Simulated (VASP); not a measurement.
Crystal: Pb.

```
Pb
1.0
     0.00000    2.47502    2.47502
     2.47502    0.00000    2.47502
     2.47502    2.47502    0.00000
Pb
1
Direct
  0.00000 0.00000 0.00000
```

* Program: VASP 6.6.1
* Task: relaxation of cell and atoms
* Functional: optB88-vdW
* Potentials or basis: VASP PAW PBE potentials, release 64 (Pb_d)
* Cutoff: 600 eV
* k mesh: 9 × 9 × 9
* Occupations: fermi-dirac, width 0.05 eV
* Spin: no spin polarisation

At the start: pressure 1.8 GPa; volume 30.32 Å³/atom.

Task: Where does the relaxation end?

Result: Over 3 steps the energy falls by 6.7 meV/atom and the volume is 31.54 Å³/atom (+4.0 %); space group Fm-3m (No. 225, to 0.05 Å).

Step by step:
```tsv
step	energy change (eV)	largest force (eV/Å)	pressure (GPa)	volume (Å³)
1	0.0000	0.0000	1.83	30.32
2	-0.0063	0.0000	-0.44	31.87
3	-0.0067	0.0000	0.01	31.54
```

Final structure:
```yaml
crystal:
  lattice:
    - [0.00000, 2.50760, 2.50760]
    - [2.50760, 0.00000, 2.50760]
    - [2.50760, 2.50760, 0.00000]
  atoms:
    - { symbol: Pb, position: [0.00000, 0.00000, 0.00000] }
```

The cell as given is a measured one (30.32 Å³/atom); optB88-vdW puts the equilibrium volume +4.0 % from it, thermal expansion not counted.

Caveat: the PAW data sets were made with another functional, which shifts forces and pressure a little.
